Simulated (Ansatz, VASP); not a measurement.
**AlN in VASP and in Ansatz**

```xyz
2
Lattice="0.0000 2.1150 1.9538 2.1150 0.0000 1.9538 2.1150 2.1150 0.0000" Properties=species:S:1:pos:R:3 pbc="T T T"
Al    0.0000    0.0000    0.0000
N     2.1150    2.1150    1.9538
```

Change from the starting cell: epitaxial_xy strain +4.8%.

Alike in both runs: task single point; functional r2SCAN; k mesh 10 × 10 × 10; no spin polarisation.

```csv
,VASP,Ansatz
version,VASP 6.6.1,Ansatz 0.2.0
potentials or method,"VASP PAW PBE potentials, release 64 (Al, N)","plane waves, PAW"
plane-wave cutoff (eV),520,500
occupations,"gaussian, width 0.01 eV",fixed
valence electrons in the cell,8,8
```

|  | VASP | Ansatz | Ansatz less VASP |
| --- | --- | --- | --- |
| gap on the k mesh at the Fermi level (eV) | 4.42 | 4.42 | -0.001 |
| pressure (GPa) | -12.6 | -11.9 | +0.72 |
| largest component of the traceless stress (GPa) | 12.23 | 11.97 | -0.257 |

Caveats: the PAW data sets were made with another functional, which shifts forces and pressure a little (VASP). A k mesh can miss the band edges.
